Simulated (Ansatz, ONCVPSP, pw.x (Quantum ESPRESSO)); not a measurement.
**What a changed setting does to a pw.x run (fcc Hf)**

Potential: optimised norm-conserving Vanderbilt (ONCV), ONCVPSP 4.0.1.1 (patched build), PBE; core [Kr] 4d10 4f14, reference 5s2 5p6 5d2 6s2; waves: 5s+6s: rc 2.10 bohr, ncon 4, nbas 7, qcut 5.1 1/bohr, 2 projectors; 5p: rc 1.60 bohr, ncon 4, nbas 9, qcut 10.1 1/bohr, 2 projectors, debl 3.5 Ha; 5d: rc 2.32 bohr, ncon 5, nbas 10, qcut 4.2 1/bohr, 2 projectors, debl 0.9 Ha; local part: polynomial inside 1.30 bohr (lpopt 5, dvloc0 0 Ha); core correction: polynomial model core, fcfact 0.7.

The reference run (k-mesh 13³, cutoffs 140/560 Ry, Fermi–Dirac 0.01 Ry, mixing_beta 0.4, conv_thr 1e-9, no spin) gives -1.31 GPa at 22.681 Å³/atom, where all-electron LAPW gives -0.23 GPa. This run, with its own iteration cap, changes mixing_mode to TF.

```
&control
  calculation='scf', prefix='x', pseudo_dir='./', outdir='./tmp', tstress=.true., disk_io='none'
/
&system
  ibrav=0, nat=1, ntyp=1, ecutwfc=140, ecutrho=560, nbnd=14,
  occupations='smearing', smearing='fd', degauss=0.01
/
&electrons
  conv_thr=1e-09, mixing_beta=0.4, electron_maxstep=60, mixing_mode='TF'
/
ATOMIC_SPECIES
Hf 1.0 Hf.UPF
CELL_PARAMETERS angstrom
  0.00000000 2.24669474 2.24669474
  2.24669474 0.00000000 2.24669474
  2.24669474 2.24669474 0.00000000
ATOMIC_POSITIONS crystal
Hf 0.0000 0.0000 0.0000
K_POINTS automatic
13 13 13 0 0 0
```

```bash
pw.x < Hf.scf.in > Hf.scf.out
```

**Question.** How does the run end?

**Answer.** It converges in 8 iterations; the free energy moves by +0.0 meV/atom and the pressure by +0.00 GPa. The result is that of the reference run.

```
Message from routine setup:
     using ibrav=0 with symmetry is DISCOURAGED, use correct ibrav instead
     lattice parameter (alat)  =       6.0042  a.u.
     unit-cell volume          =     153.0590 (a.u.)^3
     number of electrons       =        12.00
     number of Kohn-Sham states=           14
     kinetic-energy cutoff     =     140.0000  Ry
     charge density cutoff     =     560.0000  Ry
     scf convergence threshold =      1.0E-09
     Exchange-correlation= PBE
     number of k points=    84  Fermi-Dirac smearing, width (Ry)=  0.0100
     iteration #  1     ecut=   140.00 Ry     beta= 0.40
     total energy              =    -133.10593385 Ry
     estimated scf accuracy    <       0.01766017 Ry
     iteration #  2     ecut=   140.00 Ry     beta= 0.40
     total energy              =    -133.10215441 Ry
     estimated scf accuracy    <       0.00898674 Ry
     iteration #  3     ecut=   140.00 Ry     beta= 0.40
     total energy              =    -133.10341824 Ry
     estimated scf accuracy    <       0.00005488 Ry
     iteration #  4     ecut=   140.00 Ry     beta= 0.40
     total energy              =    -133.10342843 Ry
     estimated scf accuracy    <       0.00001457 Ry
     iteration #  5     ecut=   140.00 Ry     beta= 0.40
     total energy              =    -133.10343147 Ry
     estimated scf accuracy    <       0.00000038 Ry
     iteration #  6     ecut=   140.00 Ry     beta= 0.40
     total energy              =    -133.10343152 Ry
     estimated scf accuracy    <          4.9E-09 Ry
     iteration #  7     ecut=   140.00 Ry     beta= 0.40
     total energy              =    -133.10343152 Ry
     estimated scf accuracy    <          4.5E-09 Ry
     iteration #  8     ecut=   140.00 Ry     beta= 0.40
     the Fermi energy is    14.1694 ev
!    total energy              =    -133.10343152 Ry
     estimated scf accuracy    <          5.2E-10 Ry
     smearing contrib. (-TS)   =      -0.00665102 Ry
     The total energy is F=E-TS. E is the sum of the following terms:
     one-electron contribution =     -20.11819956 Ry
     hartree contribution      =      14.43764080 Ry
     xc contribution           =     -49.66345779 Ry
     ewald contribution        =     -77.75276395 Ry
     convergence has been achieved in   8 iterations
          total   stress  (Ry/bohr**3)                   (kbar)     P=      -13.03
     Message from routine punch:
     Nothing written, as per user request (disk_io='none')
```

The run took about 53 s on one core of a shared host (Neoverse-V2, 48 threads, 185 GiB, load 31).
